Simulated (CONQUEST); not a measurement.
# CdF2 under changes of volume

One of the cells (13.295 Å³/atom); the others are scaled copies at fixed shape and fractional positions:

```xyz
6
Lattice="3.8351 0.0000 0.0000 0.0000 3.8351 0.0000 0.0000 0.0000 5.4237" Properties=species:S:1:pos:R:3 pbc="T T T"
Cd    0.0000    0.0000    0.0000
Cd    1.9176    1.9176    2.7118
F     0.0000    1.9176    1.3559
F     1.9176    0.0000    4.0678
F     0.0000    1.9176    4.0678
F     1.9176    0.0000    1.3559
```

```yaml
Program: CONQUEST 1.3
Functional: PBEsol
Potentials_or_basis: PseudoDojo NC PBEsol, DZP, grid of 40 × 40 × 60 points
k_mesh: 7 × 7 × 5
Occupations: fermi-dirac, width 0.05 eV
Spin: no spin polarisation
```

| volume (Å³/atom) | energy over the lowest point (meV/atom) | pressure (GPa) | gap on the mesh (eV) |
| --- | --- | --- | --- |
| 12.253 | ? | ? | ? |
| 12.513 | 11.28 | 6.4 | 3.08 |
| 13.035 | 0.00 | 0.9 | 2.94 |
| 13.295 | 0.83 | -1.5 | 2.87 |
| 13.556 | 4.69 | -3.3 | 2.80 |
| 13.817 | 11.34 | -5.0 | 2.73 |

Problem. What does the run at 12.253 Å³/atom give?

Solution. Energy over the lowest point 24.15 meV/atom; pressure 9.3 GPa; gap on the mesh 3.15 eV.

Worked out: A Birch-Murnaghan fit of order 3 (a polynomial in V^(-2/3)) to the other rows has its minimum at 13.11 Å³/atom with B0 = V·E''(V) = 115 GPa (rough, since the energies scatter). It gives 25.04 meV/atom at 12.253 Å³/atom, against the run's 24.15, and -dE/dV = 10.5 GPa, against 9.3. A straight line through the other rows of the gap, of slope -3.53 eV per unit of ln V, extrapolates to 3.16 eV, against the run's 3.15.

Energies are extrapolated to zero smearing.

Caveats: an odd mesh through Γ misses points on the zone boundary, where band edges often lie; the basis of atomic orbitals isn't converged, which shifts pressures, moduli and gaps; the real-space grid breaks the cell's symmetry a little. Spin-orbit coupling on Cd is left out.
